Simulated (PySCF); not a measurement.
**C4H2O3: calculation against experiment**

**The experiment to reproduce.**

NIST CCCBDB Release 22 (SRD 101), experimental dipoles lists, for the gas: dipole moment (microwave Stark effect, vibrational ground state) 4.141 ± 0.022 D.

The runs below try to reproduce these values; the comparison stands at the end.

C₄H₂O₃.
SMILES with atom numbers: `[O:1]=[C:2]1[CH:3]=[CH:4][C:5](=[O:6])[O:7]1` (hydrogens: H8 on C3; H9 on C4)

Structure used (CAM-B3LYP/6-31G*), in Å, numbered top down from 1:
```xyz
9
C4H2O3 angstrom
O     -2.236   -1.280   -0.289
C     -1.134   -0.830   -0.354
C     -0.690    0.570   -0.602
C      0.638    0.588   -0.594
C      1.117   -0.800   -0.341
O      2.230   -1.219   -0.263
O      0.001   -1.605   -0.199
H     -1.394    1.376   -0.755
H      1.322    1.414   -0.738
```

Runs made with PySCF (gas phase, on this CAM-B3LYP/6-31G* geometry; no spin–orbit coupling):

| level | job | basis functions | wall time |
| --- | --- | --- | --- |
| CAM-B3LYP/6-31G*, grid level 1 | geometry optimisation from a GFN2-xTB start | 102 | 18 s |

Hardware: an Arm Neoverse V1 with one thread, shared host.

All basis functions are spherical.

**Comparison with experiment**

**Dipole moment.** Measured: 4.141 D (NIST CCCBDB Release 22 (SRD 101), experimental dipoles).

```json
{"level": "CAM-B3LYP/6-31G*", "computed (D)": "4.115", "computed − measured (D)": "-0.026", "% (from the printed values)": "-1"}
```

The computed dipoles belong to one fixed geometry; measured ones are averaged over vibrations unless marked μe. Magnitudes are compared, not signs.

The geometry is computed, not the measured one. Where a level misses, the cause wasn't examined.
